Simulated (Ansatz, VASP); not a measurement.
# Two plane-wave programs on Ru

Contents of INCAR:

```
ALGO = Fast
EDIFF = 1E-6
ENCUT = 520
GGA = PS
ISIF = 2
ISMEAR = 0
LASPH = T
LCHARG = F
LREAL = F
LWAVE = F
NBANDS = 21
NELM = 80
PREC = Accurate
SIGMA = 0.1
```

File KPOINTS:

```
k-points
0
Gamma
  9 9 4
```

File POSCAR:

```
Ru
1.0
    2.7058000000      0.0000000000      0.0000000000
   -1.3529000000      2.3432915376      0.0000000000
    0.0000000000      0.0000000000      4.2819000000
Ru
2
Direct
    0.3333333333      0.6666666667      0.2500000000
    0.6666666667      0.3333333333      0.7500000000
```

Input for Ansatz:

```yaml
crystal:
  lattice:
    - [2.7058, 0.0, 0.0]
    - [-1.3529, 2.3432915376, 0.0]
    - [0.0, 0.0, 4.2819]
  atoms:
    - { symbol: Ru, position: [0.3333333333, 0.6666666667, 0.25] }
    - { symbol: Ru, position: [0.6666666667, 0.3333333333, 0.75] }
basis:
  ecutwfc: 420
kpoints:
  mp_grid: { grid: [9, 9, 4] }
hamiltonian:
  xc: pbesol
scf:
  occupations: { method: gaussian, width: 0.1 }
output:
  forces: true
  stress: true
  eigenvalues: true
```

Alike in both runs: task single point; functional PBEsol; k mesh 9 × 9 × 4; occupations gaussian, width 0.1 eV; no spin polarisation.

|  | VASP | Ansatz |
| --- | --- | --- |
| version | VASP 6.6.1 | Ansatz 0.2.0 |
| potentials or method | VASP PAW PBE potentials, release 64 (Ru_pv) | scalar-relativistic, plane waves, PAW |
| plane-wave cutoff (eV) | 520 | 420 |
| valence electrons in the cell | 28 | 32 |

Ansatz gave:

| Quantity | Value |
| --- | --- |
| gap on the k mesh at the Fermi level (eV) | none |
| pressure (GPa) | -6.1 |
| largest component of the traceless stress (GPa) | 2.01 |

Task: What did VASP give for the same quantities?

Result: gap on the k mesh at the Fermi level (eV): none; pressure (GPa): -6.2; largest component of the traceless stress (GPa): 1.99.

A gap of «none» marks a metal or a gap that the smearing closes. The two sets of potentials don't hold the same shells in valence.

Caveats: the k mesh is coarse (spacing up to 0.37 Å⁻¹), so the values aren't converged; the PAW data sets were made with another functional, which shifts forces and pressure a little (VASP).
